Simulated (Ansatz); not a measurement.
**Ge: an elastic constant from a strain scan**

Level of theory: DFT PBE, scalar-relativistic, plane waves, PAW in Ansatz. Cutoff 420 eV, Γ-centred 18×18×18 k-points, Gaussian smearing of 0.15 eV. No spin polarisation. Energies are free energies at this smearing, counted from the undisturbed cell; pressure is positive in compression.

Zero of the scan (relaxed at this level):

```yaml
crystal:
  lattice:
    - [0.00000, 2.88053, 2.88053]
    - [2.88053, 0.00000, 2.88053]
    - [2.88053, 2.88053, 0.00000]
  atoms:
    - { symbol: Ge, position: [0.50000, 0.50000, 0.50000] }
    - { symbol: Ge, position: [0.75000, 0.75000, 0.75000] }
```

The cell is strained by ε times the Voigt pattern (0, 1, 0, 0, 0, 0) (xx, yy, zz, yz, xz, xy; engineering shear) with fractional coordinates fixed. The cell holds 2 atoms in V0 = 47.80 Å³. The stress column is τ = (1/V0) dE/dε, got from the stress tensor σ (compression positive) at each point as −det(1 + εP) σ : P(1 + εP)⁻¹, with P the pattern as a tensor.

| ε | ΔE (meV/atom) | τ (GPa) |
| --- | --- | --- |
| -0.0200 | 3.198 | -2.152 |
| -0.0150 | 1.798 | -1.605 |
| -0.0100 | 0.803 | -1.066 |
| -0.0050 | 0.205 | -0.535 |
| 0.0000 | 0.000 | -0.014 |
| 0.0050 | 0.184 | 0.500 |
| 0.0100 | 0.746 | 1.004 |
| 0.0150 | 1.681 | 1.500 |
| 0.0175 | 2.286 | 1.744 |
| 0.0200 | ? | ? |

Task: Which combination of elastic constants does this scan measure, and how large is it?

Result: For small ε, τ = τ0 + Kε with K = pᵀCp, which for this pattern is C11 in the cubic axes. The parabola through τ at ε = -0.0050, 0 and 0.0050 has slope K = 104 GPa at zero. The energies per cell, E = NΔE, of the same two points give K = 2[E(ε₊)/ε₊ − E(ε₋)/ε₋]/[(ε₊ − ε₋)V0] = 104 GPa, in agreement.

Task: Predict the withheld row at ε = 0.0200 from the harmonic law, and compare.

Result: ΔE = V0(τ0 ε + Kε²/2)/N = 3.048 meV/atom and τ = 2.06 GPa. The calculation gives 2.983 meV/atom and 1.99 GPa, a miss of 2.2 % of the harmonic energy, so the harmonic law still holds here.

The gap closes along the scan, which can put kinks into the curve.